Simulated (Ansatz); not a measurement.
# MgS (Niningerite): single point with PBE

The system is MgS (Niningerite).

```
S Mg
1.0
     0.00000    2.60165    2.60165
     2.60165    0.00000    2.60165
     2.60165    2.60165    0.00000
S Mg
1 1
Direct
  0.50000 0.50000 0.50000
  0.00000 0.00000 0.00000
```

```json
{
 "Program": "Ansatz 0.2.0",
 "Task": "single point",
 "Functional": "PBE",
 "Potentials or basis": "Ansatz PAW",
 "Cutoff": "420 eV (not typed: the program's choice for these potentials)",
 "k mesh": "9 × 9 × 9",
 "Occupations": "gaussian, width 0.021 eV",
 "Spin": "no spin polarisation"
}
```

| Quantity | Value |
| --- | --- |
| Pressure | 1.2 GPa |
| Band gap on the k mesh | 2.92 eV, indirect (least direct gap 3.72 eV) |

Levels at points of the mesh, in eV from the valence-band top:
```tsv
k point	band 5	band 6	band 7	band 8	band 9	band 10	band 11	band 12
(0.00, 0.00, 0.00)	-12.67	0.00	0.00	0.00	3.72	7.92	7.92	7.92
```

It took 0.63 s on 2 threads of Intel(R) Xeon(R) Platinum 8488C (Sapphire Rapids) (shared host), peak memory 0.35 GiB.

Caveat: odd divisions of the mesh miss points on the zone boundary, where band edges often lie, so the gap on the mesh can be too wide. As with any semilocal functional, this PBE gap is likely too small.
